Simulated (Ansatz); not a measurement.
## Ionic part of the dielectric constant of BaO at 4 GPa, mode by mode

Computed with DFT LDA, scalar-relativistic, plane waves, PAW in Ansatz. Plane waves to 420 eV; Γ-centred k mesh 10×10×10; fixed occupations. No spin polarisation. Phonons by linear response, acoustic sum rule imposed.

The structure is cubic, space group Fm-3m (No. 225). The conventional cell has a = 5.358 Å, b = 5.358 Å, c = 5.358 Å, α = 90.00°, β = 90.00°, γ = 90.00°. Ba (site symmetry m-3m) is surrounded by 6 O at 2.68 Å. Around O (site symmetry m-3m) lie 6 Ba at 2.68 Å.

Spin–orbit coupling is left out, which matters for heavy elements.

The primitive cell has V = 38.45 Å³ and ε∞,zz = 4.326. Each polar mode adds Δε = (4.92064×10⁷/V)·S/ν² along z, with S its oscillator strength in e²/amu, ν in cm⁻¹ and V in Å³.

**Question.** From these modes, find each Δε and ε0,zz.
| ν (cm⁻¹) | S_zz (e²/amu) |
| --- | --- |
| 109.3 | 0.5663 |

**Answer.**
| ν (cm⁻¹) | Δε |
| --- | --- |
| 109.3 | 60.69 |

The sum is 60.693, so ε0,zz = 65.02; the run's tensor has 65.02.

**Question.** Where do the longitudinal modes lie for a wave vector along z?

**Answer.** At 424 cm⁻¹. The Lyddane–Sachs–Teller product Π(ν_LO/ν_TO)² = 15.03 matches ε0/ε∞ = 15.03.